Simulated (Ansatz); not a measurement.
Wanted: an ASE script for an Ansatz 0.2.0 run.

- Task: single point
- Functional: PBE
- Dispersion: D3(BJ)+ATM
- Potentials or basis: PseudoDojo standard
- Cutoff: 952 eV
- Density cutoff: 3810 eV
- k mesh: 11 × 11 × 11
- Occupations: gaussian, width 0.15 eV
- Spin: no spin polarisation
- Driver: calculator

The structure of In lies in In.xyz:

```xyz
1
Lattice="-1.6254700000 1.6254700000 2.4737000000 1.6254700000 -1.6254700000 2.4737000000 1.6254700000 1.6254700000 -2.4737000000" Properties=species:S:1:pos:R:3 pbc="T T T"
In     0.0000000000      0.0000000000      0.0000000000
```

The input as run:

run.py

```python
import json

import ase.io
import numpy as np
from ase.calculators.calculator import CalculationFailed, Calculator
from ase.stress import full_3x3_to_voigt_6_stress
from ase.units import GPa

import ansatz as az

class AnsatzCalculator(Calculator):
    implemented_properties = ["energy", "free_energy", "forces", "stress", "magmom"]

    def calculate(self, atoms, properties, system_changes):
        super().calculate(atoms, properties, system_changes)
        structure = atoms.copy()
        structure.set_constraint()
        structure.set_momenta(None)
        structure.set_masses(None)
        outcome = (
            az.Crystal.from_ase(structure)
            .calculation()
            .basis(xc_grid=2)
            .kpoints(11, 11, 11)
            .functional("pbe", dispersion="d3bjatm")
            .pseudopotentials(kind="nc", accuracy="standard")
            .scf(tolerance=2e-10)
            .occupations(method="gaussian", width=0.15)
            .forces()
            .stress()
            .run(threads=2)
        )
        if not outcome.report["converged"]:
            raise CalculationFailed("SCF not converged")
        report = outcome.report
        self.results = {
            "free_energy": report["lagrangian_ev"],
            "energy": report["lagrangian_ev"],
            "forces": np.array(report["forces_ev_ang"]),
            "stress": -GPa * full_3x3_to_voigt_6_stress(report["stress_gpa"]),
            "magmom": report["magnetization_mub"],
        }

np.set_printoptions(precision=5, suppress=True, linewidth=110)
atoms = ase.io.read("In.xyz")
atoms.calc = AnsatzCalculator()
print(f"free energy {atoms.get_potential_energy():.6f} eV")
print("forces (eV/A)", atoms.get_forces(), sep="\n")
print("stress (GPa, Voigt, tension positive)", atoms.get_stress() / GPa, sep="\n")
print(f"moment {atoms.get_magnetic_moment():.4f} muB")
```

Potentials or basis: PseudoDojo standard.

Run with:

```sh
$ python run.py
```

It gave:

- Pressure: 0.1 GPa

Caveat: the thresholds are loose for stress.

Run time: 3.9 s on 2 threads of Arm Neoverse V1 (shared host), peak memory 0.47 GiB.
